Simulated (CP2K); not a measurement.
Crystal: AlN.

```
CELL_PARAMETERS angstrom
3.08863 0.00000 0.00000
1.54432 2.67483 0.00000
1.54432 0.89161 2.52186
ATOMIC_POSITIONS crystal
Al 0.00000 0.00000 0.00000
N 0.25000 0.25000 0.25000
```

Measurements of this composition are mostly on another form, of space group No. 186.

Program: CP2K 2026.2. Alike in all runs: task band structure; no spin polarisation; cell as given; k mesh 10 × 10 × 10.

Order these runs on this cell by their pressure, lowest first.
A. level LDA; potentials or basis GTH_POTENTIALS Al GTH-PADE-q3, N GTH-PADE-q5; TZVP-MOLOPT-PBE-GTH basis; smearing fermi-dirac 0.0259 eV; NGRIDS 4; points a segment of the path (NPOINTS) 10; CUTOFF of the grids 450 Ry
B. level PBE; potentials or basis POTENTIAL_UZH Al GTH-PBE-q3, N GTH-PBE-q5; TZVP-MOLOPT-PBE-GTH basis; smearing fermi-dirac 0.01 eV; NGRIDS 4; points a segment of the path (NPOINTS) 8; CUTOFF of the grids 450 Ry
C. level r2SCAN; potentials or basis POTENTIAL_UZH Al GTH-SCAN-q3, N GTH-SCAN-q5; TZVP-MOLOPT-SCAN-GTH basis; smearing fermi-dirac 0.05 eV; NGRIDS 5; points a segment of the path (NPOINTS) 6; CUTOFF of the grids 675 Ry

A (-4.9 GPa), C (-2.3 GPa), B (3.8 GPa).

Caveats: the basis of atomic orbitals isn't converged, which shifts pressures, moduli and gaps.

Not every run made on this cell is shown here.
